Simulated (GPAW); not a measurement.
The system is I.

```
I
1.0
     3.63503   -2.39502    0.00000
     3.63503    2.39502    0.00000
     0.00000    0.00000    9.79344
I
4
Direct
  0.64930 0.35070 0.38440
  0.14930 0.85070 0.11560
  0.35070 0.64930 0.61560
  0.85070 0.14930 0.88440
```

- Program: GPAW 26.7.0
- Task: relaxation of cell and atoms
- Functional: PBEsol
- Dispersion: D3(BJ)
- Potentials or basis: PAW data sets generated in the run's folder for this functional
- Cutoff: 600 eV
- Basis: pw
- k mesh: 5 × 5 × 2
- Occupations: fermi-dirac, width 0.05 eV
- Spin: no spin polarisation

At the start: pressure -0.7 GPa; volume 42.63 Å³/atom.

Q: Where does the relaxation end?

A: Over 23 steps the energy falls by 89.9 meV/atom and the volume is 35.95 Å³/atom (-15.7 %); space group Cmce (No. 64, to 0.05 Å).

Step by step:
```csv
step,energy change (eV),largest force (eV/Å),pressure (GPa),volume (Å³)
1,0.0000,0.9025,-0.72,170.52
2,-0.0435,0.6807,-1.11,170.18
3,-0.1423,0.0955,-2.07,167.65
4,-0.1789,0.1275,-2.25,165.02
5,-0.2164,0.3486,-2.01,160.40
6,-0.2433,0.4149,-1.52,156.92
7,-0.2848,0.3395,-0.43,151.93
8,-0.2989,0.2235,0.10,150.53
9,-0.3032,0.2118,0.09,150.46
10,-0.3308,0.2071,0.01,148.52
11,-0.3444,0.1714,-0.03,146.12
12,-0.3508,0.0767,-0.02,144.35
13,-0.3520,0.0215,0.01,143.77
14,-0.3522,0.0206,0.02,143.73
15,-0.3529,0.0376,0.05,143.58
16,-0.3541,0.0654,0.07,143.43
17,-0.3564,0.0912,0.09,143.27
18,-0.3585,0.0729,0.07,143.29
19,-0.3594,0.0244,0.05,143.51
20,-0.3595,0.0093,0.03,143.65
21,-0.3595,0.0080,0.03,143.67
22,-0.3596,0.0062,0.01,143.72
23,-0.3597,0.0075,-0.01,143.82
```

Final structure:
```
I
1.0
     3.50141   -2.13345   -0.00001
     3.50141    2.13345    0.00001
     0.00000    0.00003    9.62634
I
4
Direct
  0.67744 0.32256 0.37656
  0.17744 0.82256 0.12344
  0.32256 0.67744 0.62344
  0.82256 0.17744 0.87656
```

Caveat: later steps reuse the first step's grids; the volume moved by over 15 % at a fixed basis, so the end points are rough.
